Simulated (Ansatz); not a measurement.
# KMgF3: a vibration from a frozen displacement

Method: Ansatz 0.2.0, DFT PBEsol, scalar-relativistic, plane waves, PAW. The runs took a 420 eV cutoff, a Γ-centred 6×6×6 mesh and Gaussian smearing (0.05 eV). No spin polarisation. Energies are free energies at this smearing, counted from the undisturbed cell; pressure is positive in compression.

Reference structure (as given, not relaxed at this level; it stands at 0.3 GPa, and it needn't be the usual structure):

```yaml
crystal:
  lattice:
    - [3.98590, 0.00000, 0.00000]
    - [0.00000, 3.98590, 0.00000]
    - [0.00000, 0.00000, 3.98590]
  atoms:
    - { symbol: K, position: [0.50000, 0.50000, 0.50000] }
    - { symbol: Mg, position: [0.00000, 0.00000, 0.00000] }
    - { symbol: F, position: [0.50000, 0.00000, 0.00000] }
    - { symbol: F, position: [0.00000, 0.50000, 0.00000] }
    - { symbol: F, position: [0.00000, 0.00000, 0.50000] }
```

Every F atom is moved by x along the Cartesian unit vector (0.000, -0.707, -0.707); the cell and all other atoms stay fixed. The cell's volume is 63.33 Å³; the moved atoms weigh 56.995 u together and the others 63.403 u. Some rows repeat others by symmetry and weren't run.

| x (Å) | ΔE (meV/cell) | total force on the moved atoms along the move (eV/Å) | pressure (GPa) |
| --- | --- | --- | --- |
| -0.5000 | 1354.06 | 6.2689 | 12.3892 |
| -0.4375 | 997.41 | 5.1622 | 9.4809 |
| -0.3750 | 706.49 | 4.1654 | 6.9938 |
| -0.3125 | 474.50 | 3.2759 | 4.9161 |
| -0.2500 | 294.93 | 2.4858 | 3.2366 |
| -0.1875 | 161.97 | 1.7822 | 1.9444 |
| -0.1250 | 70.71 | 1.1478 | 1.0298 |
| -0.0625 | 17.48 | 0.5616 | 0.4847 |
| 0.0000 | 0.00 | 0.0000 | 0.3036 |
| 0.0625 | 17.48 | -0.5616 | 0.4847 |
| 0.1250 | 70.71 | -1.1478 | 1.0298 |
| 0.1875 | 161.97 | -1.7822 | 1.9444 |
| 0.2500 | 294.93 | -2.4858 | 3.2366 |
| 0.3125 | 474.50 | -3.2759 | 4.9161 |
| 0.3750 | 706.49 | -4.1654 | 6.9938 |
| 0.4375 | 997.41 | -5.1622 | 9.4809 |
| 0.5000 | 1354.06 | -6.2689 | 12.3892 |

Q: What frequency belongs to this motion?

A: The force constant is k = −dF/dx = 8.985 eV/Å², from the parabola through x = -0.0625, 0 and 0.0625. In every cell the moved atoms swing against the rest, so the mass is μ = m₁m₂/(m₁ + m₂) = 30.014 u, and ν̃ = 521.5 cm⁻¹ × √(|k|/μ) = 285 cm⁻¹. The pattern needn't be a normal mode: ν̃² is then a weighted mean of the squared nonzero frequencies at the zone centre of this cell, taken without macroscopic field, so it lies between the lowest and the highest of them.

Q: How far does the harmonic law reach?

A: At x = -0.500 Å, kx²/2 = 1123.17 meV against the computed 1354.06 meV (+20.6 %): the well stiffens in this direction at large amplitude.

Q: The pressure changes with x². What does that say about the frequency under compression?

A: With E = k(V)x²/2, k ∝ V^(−2γ) and x scaling with the cell as V^(1/3), P − P0 = −∂E/∂V = (2γ − 2/3) ΔE/V. At x = 0.1250 Å, V(P − P0) = 63.33 × 0.72619 / 160.2 eV = 287.03 meV and ΔE = 70.71 meV, so γ = 1/3 + V(P − P0)/(2ΔE) = 2.36. This is the Grüneisen parameter of the motion under uniform scaling of the cell: shrinking the cell evenly by 1 % in volume raises the frequency by about 2.36 %.